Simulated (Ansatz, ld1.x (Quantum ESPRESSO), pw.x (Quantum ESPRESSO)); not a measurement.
## Equation-of-state test of one PAW potential (H)

| Quantity | Value |
| --- | --- |
| Element | H |
| Generator | ld1.x (Quantum ESPRESSO) 7.5 |
| Type | PAW |
| Functional | PBE |
| Relativity | scalar-relativistic |
| Frozen core | none |
| Valence charge | 1 |
| Reference configuration | 1s1 |
| Partial waves | 1s (bound): rcut 1.35, rcutus 1.65 bohr; 1s channel at 0.65 Ry: rcut 1.35, rcutus 1.65 bohr; 2p channel at -0.2 Ry: rcut 1.05, rcutus 1.45 bohr; 2p channel at 1.95 Ry: rcut 1.05, rcutus 1.45 bohr |
| Local potential | all-electron potential smoothed inside 1.60 bohr (lloc = -1) |
| Core correction | none |
| Augmentation charge | PSQ, inside the norm-conserving radii |

Atomic tests: cutoffs needed: 10 Ry and 15 Ry (the cutoffs (Ry, on a coarse ladder) from which the occupation-weighted sum of valence levels, in a spherical-Bessel basis at the reference potential, stays within 10 and 1 mRy of its value at 400 Ry); ghost test: no extra level below or beside the all-electron valence levels (s, p, d, f tested) (spherical-Bessel basis up to 400 Ry, 20 bohr box); lowest eigenvalue of the overlap operator: 0.98 (s channel).

Crystal test: fcc H in pw.x 7.5, no spin, 18³ k-points, Fermi–Dirac smearing 0.01 Ry, cutoffs 40/360 Ry. The reference is all-electron LAPW (Ansatz 0.2.0) with the same functional, mesh and smearing; V0 and B0 come from Birch–Murnaghan fits to the pressures at five volumes. Errors are pseudo minus all-electron; Δ is the rms difference of the E(V) curves that follow from these fits, minima aligned, over ±6 % about the mean V0. Mesh and smearing are coarse, so the numbers serve the comparison and aren't converged zero-temperature values; the lattice is a test structure that the element need not adopt.

All-electron: a0 = 2.282 Å (V0 = 2.97 Å³/atom), B0 = 107.9 GPa.

Task: How far does the potential miss the all-electron equation of state?

Result: mean pressure error (GPa): -0.18; a0 (Å): 2.277; a0 error (%): -0.21; B0 error (%): +29.2; Δ (meV/atom): 0.5. The largest radius (1.65 bohr) exceeds half the bond length (1.53 bohr), so the spheres overlap, which is one possible source of error among others. This is a poor potential for the solid.

| V (Å³/atom) | P all-electron (GPa) | P pseudo (GPa) |
| --- | --- | --- |
| 2.826 | 5.78 | 7.53 |
| 2.901 | 2.63 | 2.66 |
| 2.975 | -0.20 | -1.09 |
| 3.049 | -2.74 | -3.84 |
| 3.124 | -5.03 | -5.70 |

Task: At the middle volume, how do free energy and pressure move when the wave cutoff is lowered (ecutrho held at 360 Ry)?

Result:

| cutoff (Ry) | shift of F (meV/atom) | shift of P (GPa) |
| --- | --- | --- |
| 24 | +1.1 | -0.18 |
| 32 | +0.3 | -0.04 |

The run at the middle volume (195 k-points, 12 iterations) took about 3.3 s on one core of a shared host (Neoverse-V1, 64 threads, 503 GiB, load 44).
